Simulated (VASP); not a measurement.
Here is a VASP 6.6.1 calculation.

INCAR

```
PREC     = Accurate       # precision mode
ENCUT    = 520            # plane-wave cutoff, eV
EDIFF    = 1E-6           # SCF threshold, eV
ISMEAR   = 0              # smearing method
SIGMA    = 0.15           # smearing width, eV
LREAL    = False          # projectors in reciprocal space
LASPH    = True           # aspherical terms in the spheres
NELM     = 100            # most SCF steps
ALGO     = Fast           # electronic algorithm
ISIF     = 2              # what is computed and relaxed
LWAVE    = False          # write WAVECAR
LCHARG   = True           # write CHGCAR
LELF     = True           # ELF
LVHAR    = True         
NBANDS   = 11             # bands
```

Contents of KPOINTS:

```
regular mesh
0
Gamma
  16 16 16
```

Contents of POSCAR:

```
Ca
1.0
   -2.3646945100      2.3646945100      2.0099903335
    2.3646945100     -2.3646945100      2.0099903335
    2.3646945100      2.3646945100     -2.0099903335
Ca
1
Direct
    0.0000000000      0.0000000000      0.0000000000
```

Potentials or basis: VASP PAW LDA potentials, release 64 (Ca_sv).

Run with:

```bash
$ cat potpaw_LDA.64/Ca_sv/POTCAR > POTCAR
$ mpirun -np 1 vasp_std > vasp.out
```

(1) Estimate the pressure.

(2) What does it give for the band gap on the k mesh?

Results:

(1) -2.4 GPa.

(2) none (metal or under the smearing width).
